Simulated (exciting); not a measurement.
The system is In.

```
In
1.0
    -1.62547    1.62547    2.47370
     1.62547   -1.62547    2.47370
     1.62547    1.62547   -2.47370
In
1
Direct
  0.00000 0.00000 0.00000
```

```yaml
Program: exciting (release sodium)
Task: single point
Functional: PBE
Potentials_or_basis: all-electron LAPW+lo, shipped species files, valence relativity iora*
rgkmax: 7.5
k_mesh: 11 × 11 × 11
Occupations: fermi-dirac, width 0.05 eV
Spin: no spin polarisation
gmaxvr_cutoff_of_density_and_potential: 14 1/bohr
lmaxapw_and_lmaxmat: 10
lmaxvr: 8
nempty: 8
Valence_relativity: iora*
epsengy: 1e-06 Ha
epspot: 1e-06 Ha
maxscl: 80
Muffin-tin_radii: In 2.3 bohr
```

On this cell: band gap on the k mesh none (metal or under the smearing width).

The same run follows on a disturbed copy (cell strained at random at fixed volume):

```
In
1.0
    -1.64299    1.57678    2.43209
     1.65802   -1.63180    2.47812
     1.65199    1.64080   -2.46824
In
1
Direct
  0.99147 0.00315 0.99997
```

Task: What does the disturbed cell give?

Result: The energy (extrapolated to zero smearing) moves by +3.4 meV/atom; band gap on the k mesh none (metal or under the smearing width).

Caveats: rgkmax is low for these elements, so energy differences scatter by about 1 meV per atom; the free energy is that total less TS from the occupations.
